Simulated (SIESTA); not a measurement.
Crystal: ZnO (zincite).

```
Zn O
1.0
     3.24931    0.00000    0.00000
    -1.62465    2.81398    0.00000
     0.00000    0.00000    5.20571
Zn O
2 2
Cartesian
  1.6247 0.9380 0.0000
  0.0000 1.8760 2.6029
  0.0000 1.8760 4.5759
  1.6247 0.9380 1.9730
```

Program: SIESTA 5.4.2. Alike in all runs: no spin polarisation; cell as given; k mesh 9 × 9 × 5; smearing fermi-dirac 0.05 eV; grid cutoff 800 Ry.

Task: Order these runs on this cell by their band gap on the k mesh, lowest first.
A. level BLYP; potentials or basis PseudoDojo 0.4 standard (PBE files), DZP (energy shift 0.002 Ry); energy shift 0.002 Ry
B. level PBE; potentials or basis PseudoDojo 0.4 standard (PBE files), DZP (energy shift 0.002 Ry); energy shift 0.002 Ry
C. level AM05; potentials or basis PseudoDojo 0.4 standard (PBEsol files), DZP (energy shift 0.003 Ry; two zetas on semicore shells); energy shift 0.003 Ry

Result: C (0.99 eV), B (1.16 eV), A (1.32 eV).

Caveats: the valence orbitals were made in a potential fitted to the semicore shell under them, which widens gaps by tenths of an eV or more; the basis of atomic orbitals isn't converged, which shifts pressures, moduli and gaps; an odd mesh through Γ misses points on the zone boundary, where band edges often lie (some runs).

Not every run made on this cell is shown here.
